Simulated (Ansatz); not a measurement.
**Structure types of Cd compared at 84 GPa**

Structure types of Cd are relaxed in primitive cells with their symmetry kept at 84 GPa, first on PAW files, then by LAPW. The enthalpy is E + pV at zero temperature, without zero-point motion. Only the types listed were tried, and differences under about 5 meV/atom are mesh noise.

Computed with Ansatz 0.2.0; functional PBE, scalar-relativistic. Settings: Fermi–Dirac smearing of 0.05 eV, no spin polarisation. Methods: LAPW: all electrons, basis error target 0.5 meV/atom; PAW: frozen-core files, cutoff 420 eV.

k meshes: fcc 17×17×17, bcc 18×18×18, hcp 16×16×9, sc 15×15×15, beta tin 17×17×17, simple hexagonal 17×17×15.

```
      start type                   ends as          a, b, c (Å)  V (Å³/atom)  H − H(lowest), LAPW (meV/atom)
             fcc                fcc, Fm-3m  3.823, 3.823, 3.823        13.97                               ?
             bcc                bcc, Im-3m  3.039, 3.039, 3.039        14.03                               ?
             hcp             hcp, P6_3/mmc  2.711, 2.711, 4.373        13.92                             0.0
              sc                 sc, Pm-3m  2.480, 2.480, 2.480        15.25                          1150.4
        beta tin        beta tin, I4_1/amd  4.870, 4.870, 2.504        14.84                           828.2
simple hexagonal  simple hexagonal, P6/mmm  2.581, 2.581, 2.550        14.72                           693.3
```

Problem. What belongs in the row "bcc", column "H − H(lowest), LAPW (meV/atom)"?

Solution. 165.7.

Problem. Give the missing entry: row "fcc", column "H − H(lowest), LAPW (meV/atom)".

Solution. 51.3.

Problem. Split the lead of hcp over fcc into energy and pV.

Solution. For fcc less hcp: ΔE = +24.7 meV/atom, and p·ΔV = 84 GPa × +0.0507 Å³ × 6.242 meV/(GPa·Å³) = +26.6 meV/atom, together 51.3 meV/atom. hcp wins on both counts.
